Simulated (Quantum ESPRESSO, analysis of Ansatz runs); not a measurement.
# A hop of O in HfO2 (P2_1/c), charge 0 (Quantum ESPRESSO)

How high is the barrier when O changes place in HfO2 (P2_1/c)? The case: V_O hop (2.5 Å), charge 0, in a cell of 48 host atoms with 1 O taken out.

Method: Quantum ESPRESSO plane-wave DFT, PBEsol, GBRV 1.5 PBEsol potentials; nudged elastic band between two relaxed defect structures, in Quantum ESPRESSO 7.5.

### Step 1. The starting structure

The cell holds 47 atoms: 16 Hf and 31 O. Its edges and angles: a = 9.411 Å, b = 8.427 Å, c = 9.411 Å, α = 110.9°, β = 113.5°, γ = 108.4°. It derives from HfO2 (space group P2_1/c). Nearest the centre at fractional (0.641, 0.628, 0.701): O31 at 1.27 Å, Hf8 at 1.69 Å, Hf10 at 1.71 Å, O22 at 2.56 Å, O20 at 2.65 Å, Hf3 at 2.66 Å, O38 at 2.69 Å, O24 at 2.82 Å.

The cell's shortest repeat is 8.4 Å.

### Step 2. Relaxation of the start point, charge 0

A barrier is counted from a minimum, so both ends are relaxed first. Small random displacements break the symmetry of the ideal sites, so that the defect can distort if it gains by it.

Contents of pw.in:

```
&CONTROL
  calculation = 'relax'
  prefix = 'pwscf'
  outdir = './tmp'
  pseudo_dir = './pseudo'
  tprnfor = .true.
  disk_io = 'low'
  nstep = 70
  forc_conv_thr = 0.0012
  etot_conv_thr = 0.0001
/
&SYSTEM
  ibrav = 0
  nat = 47
  ntyp = 2
  ecutwfc = 36
  ecutrho = 288
  nbnd = 193
  occupations = 'fixed'
  nosym = .true.
/
&ELECTRONS
  conv_thr = 5d-08
  electron_maxstep = 100
  mixing_beta = 0.5
/
&IONS
  ion_dynamics = 'bfgs'
/
ATOMIC_SPECIES
Hf   178.4900 hf_pbesol_v1.uspp.F.UPF
O     15.9990 o_pbesol_v1.2.uspp.F.UPF
CELL_PARAMETERS angstrom
  -5.9416700219    5.1632183080    5.1583953540
   4.2040263251   -5.1632183080    5.1655566081
   5.9416700219    5.1632183080   -5.1583953540
ATOMIC_POSITIONS crystal
Hf     0.0826846387    0.4926019833    0.8675515790
Hf     0.0826846387    0.9926019833    0.3675515790
Hf     0.5844084282    0.4915541547    0.3702292635
Hf     0.5855223344    0.9918887040    0.8672820142
Hf     0.3749495956    0.2573980167    0.8400826553
Hf     0.3749495956    0.7573980167    0.3400826553
Hf     0.8749495956    0.2573980167    0.3400826553
Hf     0.8727530569    0.7575715318    0.8368622624
Hf     0.4173153613    0.0073980167    0.1324484210
Hf     0.4176581380    0.5052157119    0.6294133870
Hf     0.9150641302    0.0032176899    0.6290412458
Hf     0.9173153613    0.5073980167    0.1324484210
Hf     0.1250504044    0.2426019833    0.1599173447
Hf     0.1250504044    0.7426019833    0.6599173447
Hf     0.6273286955    0.2431507350    0.6584294075
Hf     0.6250504044    0.7426019833    0.1599173447
O      0.3651648285    0.2144150034    0.5958071646
O      0.3615726824    0.7141022888    0.0938855746
O      0.8615726824    0.2141022888    0.0938855746
O      0.8628575047    0.7139120091    0.5972595581
O      0.3797832858    0.0358977112    0.8974703936
O      0.3780980652    0.5327712991    0.3935088151
O      0.8797832858    0.0358977112    0.3974703936
O      0.8780389939    0.5318234312    0.8968180592
O      0.1409367707    0.2880637681    0.4053501790
O      0.1360402806    0.7868211000    0.9071814300
O      0.6384273176    0.2858977112    0.9061144254
O      0.6398293830    0.7831765220    0.4062524982
O      0.1202167142    0.4641022888    0.1025296064
O      0.1202167142    0.9641022888    0.6025296064
O      0.6214887563    0.4624654880    0.6047972759
O      0.6216108219    0.9683364028    0.1053435347
O      0.3375320021    0.2008740207    0.2057614505
O      0.3377849421    0.7012726569    0.7041840563
O      0.8393410070    0.2053133674    0.7074563250
O      0.8393410070    0.7053133674    0.2074563250
O      0.5021429576    0.0446866326    0.3840276395
O      0.4993543562    0.5457787575    0.8827297415
O      1.0000183885    0.0455963746    0.8814233496
O      1.0021429576    0.5446866326    0.3840276395
O      0.1606589930    0.2946866326    0.7925436750
O      0.1606589930    0.7946866326    0.2925436750
O      0.6597530557    0.2904402322    0.2909110184
O     -0.0021429576    0.4553133674    0.6159723605
O     -0.0025639609    0.9576501063    0.1142311242
O      0.4978570424    0.4553133674    0.1159723605
O      0.4981002126    0.9575238890    0.6141052068
K_POINTS gamma
```

The run is started by

```bash
$ OMP_NUM_THREADS=1 mpirun -n 4 pw.x -in pw.in > pw.out
```

The program printed:

```text
[shortened: banners, details of potentials and solvers, and blank lines are left out]
     gamma-point specific algorithms are used
     one sub-group per band group will be used
     scalapack distributed-memory algorithm (size of sub-group:  2*  2 procs)
     bravais-lattice index     =            0
     lattice parameter (alat)  =      17.7847  a.u.
     unit-cell volume          =    3650.0307 (a.u.)^3
     number of atoms/cell      =           47
     number of atomic types    =            2
     number of electrons       =       378.00
     number of Kohn-Sham states=          193
     kinetic-energy cutoff     =      36.0000  Ry
     charge density cutoff     =     288.0000  Ry
     scf convergence threshold =      5.0E-08
     mixing beta               =       0.5000
     number of iterations used =            8  plain     mixing
     energy convergence thresh.=      1.0E-04
     force convergence thresh. =      1.2E-03
     Exchange-correlation= SLA  PW   PSX  PSC
     nstep                     =           70
     crystal axes: (cart. coord. in units of alat)
               a(1) = (  -0.631338   0.548623   0.548110 )
               a(2) = (   0.446703  -0.548623   0.548871 )
               a(3) = (   0.631338   0.548623  -0.548110 )
     PseudoPot. # 1 for Hf read from file:
     hf_pbesol_v1.uspp.F.UPF
     Pseudo is Ultrasoft + core correction, Zval = 12.0
[...]
PseudoPot. # 2 for O  read from file:
     o_pbesol_v1.2.uspp.F.UPF
     Pseudo is Ultrasoft + core correction, Zval =  6.0
[...]
atomic species   valence    mass     pseudopotential
     Hf               12.00   178.49000     Hf( 1.00)
     O                 6.00    15.99900     O ( 1.00)
     No symmetry found
     site n.     atom                  positions (alat units)
         1        Hf     tau(   1) = (   0.7155632   0.2510686  -0.1598186  )
         2        Hf     tau(   2) = (   0.6232457  -0.2975543   0.3886723  )
         3        Hf     tau(   3) = (   0.0843593   0.2540582   0.3871939  )
         4        Hf     tau(   4) = (   0.6209653   0.2528689   0.3899839  )
         5        Hf     tau(   5) = (   0.4086367   0.5253801  -0.1136659  )
         6        Hf     tau(   6) = (   0.3163192  -0.0232428   0.4348250  )
         7        Hf     tau(   7) = (  -0.2227014   0.5253801   0.4344446  )
         8        Hf     tau(   8) = (   0.3157503   0.5223131   0.4354815  )
[...]
number of k points=     1
                       cart. coord. in units 2pi/alat
        k(    1) = (   0.0000000   0.0000000   0.0000000), wk =   2.0000000
     Dense  grid:   150556 G-vectors     FFT dimensions: ( 100,  90, 100)
     Smooth grid:    53237 G-vectors     FFT dimensions: (  72,  64,  72)
     Check: negative core charge=   -0.000005
     starting charge     345.9999, renormalised to     378.0000
     Self-consistent Calculation
     iteration #  1     ecut=    36.00 Ry     beta= 0.50
     total energy              =   -3541.00902320 Ry
     estimated scf accuracy    <      16.13031616 Ry
     iteration #  2     ecut=    36.00 Ry     beta= 0.50
     total energy              =   -3542.94724309 Ry
     estimated scf accuracy    <       2.22483804 Ry
     iteration #  3     ecut=    36.00 Ry     beta= 0.50
     total energy              =   -3543.26751017 Ry
     estimated scf accuracy    <       0.11235789 Ry
[...]
estimated scf accuracy    <       0.00000319 Ry
     iteration # 10     ecut=    36.00 Ry     beta= 0.50
     total energy              =   -3543.30277596 Ry
     estimated scf accuracy    <       0.00000060 Ry
[... 136 further cycles ...]
     iteration #  7     ecut=    36.00 Ry     beta= 0.50
     total energy              =   -3543.32668329 Ry
     estimated scf accuracy    <          2.1E-09 Ry
     iteration #  8     ecut=    36.00 Ry     beta= 0.50
     End of self-consistent calculation
          k = 0.0000 0.0000 0.0000 (  6643 PWs)   bands (ev):
   -49.3866 -49.3691 -49.3619 -49.3542 -49.3470 -49.3458 -49.3410 -49.3389
   -49.3343 -49.3323 -49.3303 -49.3275 -49.3245 -49.3006 -49.2354 -49.0570
   -18.5069 -18.4831 -18.4534 -18.4146 -18.4100 -18.4066 -18.3762 -18.3529
   -18.3503 -18.3428 -18.3347 -18.3296 -18.3180 -18.3063 -18.2815 -18.2522
   -18.2343 -18.2277 -18.2193 -18.2138 -18.2011 -18.1556 -18.1387 -18.1323
   -18.1117 -18.1065 -18.0964 -18.0861 -18.0627 -18.0556 -18.0366 -18.0210
   -18.0176 -18.0144 -18.0105 -17.9970 -17.9924 -17.9878 -17.9788 -17.9572
   -17.9542 -17.9362 -17.9268 -17.9074 -17.8994 -17.8868 -17.8033 -17.6794
[...]
15.4915
     highest occupied, lowest unoccupied level (ev):    13.6010   15.1571
!    total energy              =   -3543.32668329 Ry
     estimated scf accuracy    <          2.1E-10 Ry
     The total energy is the sum of the following terms:
     one-electron contribution =    -557.94734596 Ry
     hartree contribution      =     496.26729429 Ry
     xc contribution           =   -1431.49745785 Ry
     ewald contribution        =   -2050.14917377 Ry
     convergence has been achieved in   8 iterations
     Forces acting on atoms (cartesian axes, Ry/au):
     atom    1 type  1   force =    -0.00076844    0.00077224   -0.00041221
     atom    2 type  1   force =    -0.00047880   -0.00080558    0.00023508
     atom    3 type  1   force =     0.00036450    0.00031165    0.00031309
     atom    4 type  1   force =     0.00080981   -0.00027510   -0.00082953
     atom    5 type  1   force =     0.00050992    0.00011296   -0.00028321
     atom    6 type  1   force =     0.00074636    0.00058684    0.00012645
     atom    7 type  1   force =     0.00029947   -0.00110926    0.00017195
     atom    8 type  1   force =    -0.00053974    0.00072077   -0.00005093
[...]
Total force =     0.006159     Total SCF correction =     0.000058
     Energy error            =      8.3E-05 Ry
     Gradient error          =      1.3E-03 Ry/Bohr
     number of scf cycles    =  18
     number of bfgs steps    =  17
     energy             old  =   -3543.3266001497 Ry
     energy             new  =   -3543.3266832918 Ry
     CASE: energy            _new < energy            _old
     new trust radius        =       0.0088519727 bohr
     new conv_thr            =       0.0000000005 Ry
ATOMIC_POSITIONS (crystal)
Hf               0.0826297006        0.4938843295        0.8672884244
Hf               0.0830879938        0.9916384605        0.3674475923
Hf               0.5817168636        0.4941318842        0.3673930478
Hf               0.5847878303        0.9908433658        0.8675896989
Hf               0.3749480497        0.2561262781        0.8398973670
Hf               0.3746843064        0.7564800814        0.3388307277
Hf               0.8750510907        0.2578501393        0.3405835468
Hf               0.8676601889        0.7557020751        0.8380132439
[...]
Check: negative core charge=   -0.000004
     Self-consistent Calculation
     iteration #  1     ecut=    36.00 Ry     beta= 0.50
     total energy              =   -3543.32672981 Ry
     estimated scf accuracy    <       0.00006916 Ry
     iteration #  2     ecut=    36.00 Ry     beta= 0.50
     total energy              =   -3543.32673755 Ry
     estimated scf accuracy    <       0.00001120 Ry
     iteration #  3     ecut=    36.00 Ry     beta= 0.50
     total energy              =   -3543.32673971 Ry
     estimated scf accuracy    <       0.00000210 Ry
[...]
estimated scf accuracy    <       0.00000005 Ry
     iteration #  6     ecut=    36.00 Ry     beta= 0.50
     total energy              =   -3543.32674006 Ry
     estimated scf accuracy    <          7.0E-09 Ry
     iteration #  7     ecut=    36.00 Ry     beta= 0.50
     total energy              =   -3543.32674006 Ry
     estimated scf accuracy    <          1.5E-09 Ry
     iteration #  8     ecut=    36.00 Ry     beta= 0.50
     End of self-consistent calculation
          k = 0.0000 0.0000 0.0000 (  6643 PWs)   bands (ev):
   -49.3874 -49.3679 -49.3628 -49.3537 -49.3464 -49.3458 -49.3411 -49.3385
   -49.3329 -49.3316 -49.3303 -49.3270 -49.3236 -49.3014 -49.2332 -49.0567
   -18.5067 -18.4829 -18.4533 -18.4144 -18.4099 -18.4064 -18.3759 -18.3525
   -18.3501 -18.3426 -18.3343 -18.3295 -18.3176 -18.3060 -18.2811 -18.2521
   -18.2340 -18.2276 -18.2190 -18.2136 -18.2013 -18.1552 -18.1386 -18.1318
   -18.1113 -18.1061 -18.0959 -18.0860 -18.0626 -18.0555 -18.0365 -18.0208
   -18.0174 -18.0142 -18.0103 -17.9967 -17.9923 -17.9873 -17.9785 -17.9564
   -17.9541 -17.9358 -17.9267 -17.9070 -17.8987 -17.8868 -17.8028 -17.6788
[...]
15.4935
     highest occupied, lowest unoccupied level (ev):    13.6041   15.1558
!    total energy              =   -3543.32674006 Ry
     estimated scf accuracy    <          6.9E-11 Ry
     The total energy is the sum of the following terms:
     one-electron contribution =    -558.02703651 Ry
     hartree contribution      =     496.30849888 Ry
     xc contribution           =   -1431.49943168 Ry
     ewald contribution        =   -2050.10877075 Ry
     convergence has been achieved in   8 iterations
     Forces acting on atoms (cartesian axes, Ry/au):
     atom    1 type  1   force =    -0.00066721    0.00058491   -0.00025020
     atom    2 type  1   force =    -0.00058264   -0.00054102   -0.00008906
     atom    3 type  1   force =     0.00025179   -0.00000910    0.00012855
     atom    4 type  1   force =     0.00057929    0.00023985   -0.00020629
     atom    5 type  1   force =     0.00007550    0.00032436   -0.00005647
     atom    6 type  1   force =     0.00085916    0.00048509    0.00036817
     atom    7 type  1   force =     0.00018123   -0.00074628    0.00002935
     atom    8 type  1   force =    -0.00026144    0.00044136   -0.00015669
[...]
Total force =     0.005032     Total SCF correction =     0.000029
     Energy error            =      5.7E-05 Ry
     Gradient error          =      1.1E-03 Ry/Bohr
     bfgs converged in  19 scf cycles and  18 bfgs steps
     (criteria: energy <  1.0E-04 Ry, force <  1.2E-03 Ry/Bohr)
     End of BFGS Geometry Optimization
     Final energy             =   -3543.3267400604 Ry
Begin final coordinates
ATOMIC_POSITIONS (crystal)
Hf               0.0826297006        0.4938843295        0.8672884244
Hf               0.0830879938        0.9916384605        0.3674475923
Hf               0.5817168636        0.4941318842        0.3673930478
Hf               0.5847878303        0.9908433658        0.8675896989
Hf               0.3749480497        0.2561262781        0.8398973670
Hf               0.3746843064        0.7564800814        0.3388307277
Hf               0.8750510907        0.2578501393        0.3405835468
Hf               0.8676601889        0.7557020751        0.8380132439
[...]
End final coordinates
   JOB DONE.
```

It took 6.4 min on 4 MPI ranks of Arm Neoverse V1, shared host; peak memory 1.4 GiB.

Step by step:

```
step  energy less that of the first step (eV)
   0                                   0.0000
   1                                  -0.1439
   2                                  -0.2120
   3                                  -0.2337
   4                                  -0.2495
   5                                  -0.2592
   6                                  -0.2683
   7                                  -0.2761
   8                                  -0.2844
   9                                  -0.2927
  10                                  -0.3005
  11                                  -0.3069
  12                                  -0.3121
  13                                  -0.3164
  14                                  -0.3199
  15                                  -0.3224
  16                                  -0.3241
  17                                  -0.3253
  18                                  -0.3260
```

The atoms that moved most (Å):

```csv
atom,dx,dy,dz,length
O39,0.091,-0.113,-0.148,0.207
O47,-0.080,0.142,0.052,0.171
O35,-0.075,-0.111,0.093,0.164
O44,-0.067,0.101,0.085,0.148
O33,-0.045,-0.106,0.086,0.144
O41,0.060,0.103,-0.077,0.142
O37,0.062,-0.096,-0.078,0.138
O43,0.093,0.083,-0.053,0.136
```

Neighbours of O31 at the end:

| atom | distance (Å) |
| --- | --- |
| Hf10 | 2.122 |
| Hf8 | 2.151 |
| Hf15 | 2.160 |
| Hf3 | 2.243 |
| O24 | 2.542 |
| O20 | 2.616 |
| O17 | 2.629 |
| O22 | 2.723 |

This step gave:

| Item | Value |
| --- | --- |
| highest filled level | 13.60 eV |
| lowest empty level | 15.16 eV |
| r.m.s. move of the farther half of the atoms | 0.07408 Å |
| largest move from the ideal geometry of this structure, a common shift of the far atoms taken out | 0.2354 Å |

The relaxation gained 0.326 eV and ended with a largest force component of 0.029 eV/Å.

(Part 1 of 3 ends here.)

[Long decimals in the printed logs are rounded to 6 places.]

[Repeated set-up lines and some long k-point lines are left out of the logs, and relaxed atomic positions are cut to six decimals.]

[Logs are printed without paths, hosts, clocks, repeated set-up lines and the standing remarks that a program may print on its own settings, such as how far it seeks lower states.]

[Hosts, paths, dates, database ids (printed as entryN), source tags and the programs' standing remarks are cut or masked in the printed files.]
